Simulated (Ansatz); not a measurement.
**RuO2: pressure series**

Consider RuO2 in the rutile structure (space group P4_2/mnm, No. 136; a = 4.523 Å, c = 3.119 Å).

Cell and atoms are relaxed at each pressure.

Computed with PBE (Ansatz, an electronic-structure program; PAW; 420 eV plane waves; spin-orbit coupling left out).

Candidates:
(a) pressure 7 GPa
(b) pressure −1 GPa
(c) pressure 15 GPa
(d) pressure 50 GPa
(e) pressure 75 GPa

Base values:

- c/a ratio = 0.690

Problem. Order them by c/a ratio, highest first.

Solution. (e) pressure 75 GPa (0.725), (d) pressure 50 GPa (0.714), (c) pressure 15 GPa (0.698), (a) pressure 7 GPa (0.694), (b) pressure −1 GPa (0.689)

Load acts through the strain it causes; cell and atoms are relaxed under it. No phonon test of stability was made. No other phases were tried under pressure. No Hubbard U is applied, and correlation can decide whether such a compound is a metal. All final runs are without spin polarisation.
